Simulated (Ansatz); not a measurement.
# BeTe(110): a dynamics run in two tries

The task is a short trajectory. The slab cell is 1×1.

The COD entry's cell or inner coordinates are ideal or old and differ from later refinements, so a difference from it is no clean test against experiment.

All numbers below are computed with Ansatz 0.2.0 (DFT PBE, plane waves, PAW, scalar-relativistic, no spin polarisation).

## (1) The structure to begin with

The cell holds 24 atoms (Be12Te12): a = 7.835 Å, b = 5.540 Å, c = 20.793 Å, α = 90.00°, β = 90.00°, γ = 90.00°.

The coordinates stand in the first input below.

## (2) First try

input.yaml reads:

```yaml
accuracy: low
crystal:
  lattice:
    - [7.834743, 0.0, 0.0]
    - [0.0, 5.54, 0.0]
    - [0.0, 0.0, 20.793429]
  atoms:
    - { symbol: Be, position: [0.0, 0.0, 0.04809212] }
    - { symbol: Te, position: [-0.0265257, 0.29765221, 0.13184351] }
    - { symbol: Be, position: [0.74119924, 0.55003897, 0.14611668] }
    - { symbol: Te, position: [0.25, 0.75, 0.04809212] }
    - { symbol: Be, position: [0.23500625, 0.59301159, 0.15279086] }
    - { symbol: Te, position: [0.75, 0.75, 0.04809212] }
    - { symbol: Be, position: [0.5, 0.0, 0.04809212] }
    - { symbol: Te, position: [0.50581629, 0.27663364, 0.1552346] }
    - { symbol: Be, position: [0.51158765, 0.07577379, 0.25952117] }
    - { symbol: Te, position: [0.46833119, 0.3736374, 0.33998853] }
    - { symbol: Be, position: [0.20510159, 0.56875435, 0.33778934] }
    - { symbol: Te, position: [0.74922494, 0.80346677, 0.24314606] }
    - { symbol: Be, position: [0.71880988, 0.60344576, 0.34957881] }
    - { symbol: Te, position: [0.23704172, 0.86456298, 0.24477632] }
    - { symbol: Be, position: [-0.00598467, 0.0375884, 0.22678714] }
    - { symbol: Te, position: [-0.07169929, 0.32566552, 0.33430717] }
    - { symbol: Be, position: [0.00622437, 0.13496425, 0.43204331] }
    - { symbol: Te, position: [-0.04081265, 0.39662944, 0.54271442] }
    - { symbol: Be, position: [0.70753728, 0.56092777, 0.50387288] }
    - { symbol: Te, position: [0.21672814, 0.86175478, 0.44021247] }
    - { symbol: Be, position: [0.21609157, 0.50163384, 0.50478022] }
    - { symbol: Te, position: [0.74542743, 0.88799282, 0.43819551] }
    - { symbol: Be, position: [0.47404941, 0.09338468, 0.44352705] }
    - { symbol: Te, position: [0.46954421, 0.35200756, 0.54697284] }
basis:
  ecutwfc: 420.0
kpoints:
  mp_grid: { grid: [2, 2, 1] }
hamiltonian:
  xc: pbe
scf:
  occupations: { method: fermi_dirac, width: 0.05 }
  lower_state_search: "off"
  max_iter: 100
md:
  timestep: 1.5
  n_steps: 25
  ensemble: nvt_langevin
  initial_velocities: maxwell_boltzmann
  seed: 990460
  constraints: [{ sites: [0, 3, 5, 6] }]
```

Command:

```console
ansatz run input.yaml --threads 4 --pin off --max-ram 10240MiB --backend cpu --events-out ev --progress --plain --runs-dir out
```

Before running it: what results should come out? Wanted: first try.

The runs gave:

```
 quantity                                                           value
first try                                                         refused
    cause  a Langevin thermostat is asked for with no temperature to hold
```

In words: The fault in the first input was caught at the input check and cost nothing.
